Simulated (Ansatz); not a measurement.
**SiC under strain — field gradients at the nuclei**

The cell is a COD entry, relaxed with PBE at fixed cell and then changed (z stretched by 3 %, ions relaxed).

```yaml
crystal:
  lattice:
    - [3.07600, 0.00000, 0.00000]
    - [-1.53800, 2.66389, 0.00000]
    - [0.00000, 0.00000, 5.19944]
  atoms:
    - { symbol: Si, position: [0.33333, 0.66667, 0.00582] }
    - { symbol: Si, position: [0.66667, 0.33333, 0.50582] }
    - { symbol: C, position: [0.33333, 0.66667, 0.37918] }
    - { symbol: C, position: [0.66667, 0.33333, 0.87918] }
```

Atoms are numbered from 1 in the order listed; like atoms form one site, named after its first atom.

The numbers come from a DFT calculation in Ansatz (PBE, plane waves and PAW, scalar-relativistic, 420 eV cutoff, Γ-centred 16×16×9 k-points, Fermi–Dirac smearing 0.02 eV).

C_Q = eQV_zz/h, which is 24.18 MHz for Q = 1 b and V_zz = 10²¹ V/m²; η = (V_xx − V_yy)/V_zz. Directions are in the Cartesian axes of the cell vectors above, for the atom listed; none is given where the gradient is under 0.02 or η is above 0.95.

Q: Which values are expected at the nuclei?

A: 

```csv
site,first atom,first shell,V_zz (10²¹ V/m²),η,"direction of V_zz (x, y, z)"
Si,1,4 C at 1.89–1.94 Å,0.83,0.00,0.00 0.00 1.00
C,3,4 Si at 1.89–1.94 Å,0.62,0.00,0.00 0.00 1.00
```

An axis of threefold or higher order runs through Si and C, so V_zz lies along it and η is zero.
